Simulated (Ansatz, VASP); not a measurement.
**Two plane-wave programs on TaN**

```xyz
2
Lattice="2.8845 0.0000 0.0000 -1.4423 2.4981 0.0000 0.0000 0.0000 2.8319" Properties=species:S:1:pos:R:3 pbc="T T T"
Ta    0.0000    1.6654    1.4160
N     0.0000    0.0000    0.0000
```

Alike in both runs: task single point; functional PBEsol; k mesh 21 × 21 × 18; occupations gaussian, width 0.15 eV; no spin polarisation.

```csv
,VASP,Ansatz
version,VASP 6.6.1,Ansatz 0.2.0
potentials or method,"VASP PAW PBE potentials, release 64 (Ta_pv, N)","scalar-relativistic, plane waves, PAW"
plane-wave cutoff (eV),520,520
valence electrons in the cell,16,18
```

```csv
,VASP,Ansatz,Ansatz less VASP
gap on the k mesh at the Fermi level (eV),none,none,-
pressure (GPa),17.3,16.2,-1.06
largest component of the traceless stress (GPa),1.43,1.26,-0.172
```

A gap of «none» marks a metal or a gap that the smearing closes. The two sets of potentials don't hold the same shells in valence.

Caveats: so large a pressure means that the cell lies far from this level's equilibrium, or that cutoff or potentials fall short (VASP); the potentials were made for another functional, which shifts forces and pressure (VASP). The runs have no spin-orbit coupling, so splittings on Ta are missing.
